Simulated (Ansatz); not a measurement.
BaH2:

```
CELL_PARAMETERS angstrom
4.46203 0.00000 0.00000
-2.23101 3.86423 0.00000
0.00000 0.00000 6.05529
ATOMIC_POSITIONS crystal
Ba 0.33333 0.66667 0.25000
Ba 0.66667 0.33333 0.75000
H 0.00000 0.00000 0.00000
H 0.00000 0.00000 0.50000
H 0.66667 0.33333 0.25000
H 0.33333 0.66667 0.75000
```

The cell comes from a database or a generator and needn't be the stable form of this composition.

Program: Ansatz 0.2.0. Alike in all runs: task band structure; potentials or basis Ansatz PAW; cell as given; smearing fermi-dirac 0.05 eV. Hardware: 2 threads of Intel(R) Xeon(R) 6975P-C (Granite Rapids), with other jobs on the host.

Order these runs on this cell by their wall time, lowest first.
A. level r2SCAN; spin off; k mesh 7 × 7 × 5; cutoff (eV) 500
B. level BLYP; spin off; k mesh 7 × 7 × 5; cutoff (eV) 420
C. level r2SCAN; spin SOC, no magnetisation; k mesh 5 × 5 × 4; cutoff (eV) 500

B (3.6 s), A (8.6 s), C (72 s).

Not every run made on this cell is shown here.
